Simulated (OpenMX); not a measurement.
Runs of OpenMX 3.8.5 on Ge. The structure is orthorhombic, space group Cmcm (No. 63). The conventional cell has a = 2.976 Å, b = 5.189 Å, c = 4.728 Å, α = 90.00°, β = 90.00°, γ = 90.00°. Ge (site symmetry m2m) has 12 Ge at 2.92 to 2.99 Å as nearest neighbours. This isn't the form of Ge at room conditions, which is diamond.

```csv
level,gap on the mesh (eV),pressure (GPa),largest force (eV/Å)
PBE+D3(BJ),none,1.9,0.01
PBE+D3,none,3.3,0.01
PBE,none,(a),0.01
PBE+D4,none,1.9,0.01
```

Alike in all rows: task single point; potentials or basis OpenMX 2013 PBE set, Ge7.0-s3p2d2, grid cutoff 300 Ry; no spin polarisation; cell as given; k mesh 7 × 7 × 5; smearing fermi-dirac 0.05 eV.

Task: Fill in the values left out.

Result: (a) 5.2.

Caveats: the basis of atomic orbitals isn't converged, which shifts pressures, moduli and gaps; pairwise dispersion overbinds metals, which lowers pressure and volume (some runs).

A k mesh can miss the band edges, and the runs leave out spin-orbit coupling on Ge.

A gap of «none» marks a metal or a gap under the smearing width.
